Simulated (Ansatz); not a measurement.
Method: DFT PBE, scalar-relativistic, plane waves, PAW (Ansatz). All cells share a 420 eV cutoff and Γ-centred k meshes spaced at most about 0.3 Å⁻¹ (about 0.25 or finer for metals, 2π included). No spin polarisation.

These are static total energies at zero pressure.

Two forms of MoSe were relaxed alike.

A.

```
Mo Se
1.0
     3.28439    0.00000    0.00000
    -1.64219    2.84436    0.00000
     0.00000    0.00000    7.15097
Mo Se
2 2
Direct
  0.00000 0.00000 0.00000
  0.00000 0.00000 0.50000
  0.33333 0.66667 0.25000
  0.66667 0.33333 0.75000
```

B.

```
Mo Se
1.0
     4.05754    0.00000    0.00000
    -2.02877    3.51393    0.00000
     0.00000    0.00000    5.12602
Mo Se
2 2
Direct
  0.00000 0.00000 0.00000
  0.00000 0.00000 0.50000
  0.33333 0.66667 0.25000
  0.66667 0.33333 0.75000
```

Question: Which is lower in energy, and by how much?

Answer: A is lower, by 19 meV/atom. A has space group P6_3/mmc (No. 194), 16.7 Å³/atom and no gap on its mesh; B has the nickel arsenide type, space group P6_3/mmc (No. 194), 18.3 Å³/atom and no gap. Counting Se atoms around Mo (those within 1.25 times the shortest such distance or 1.15 times the sum of covalent radii, 1.27 where that leaves under three), A and B both have Mo 6. The denser one is the lower, and pressure would at first widen the difference. Even the lower one lies +0.07 eV/atom against the reference forms of the elements (uncorrected), so neither is stable at this level. Both come from invented guesses.

For metals, differences of a few meV/atom aren't resolved. Cells relaxed within their symmetry can be saddle points.
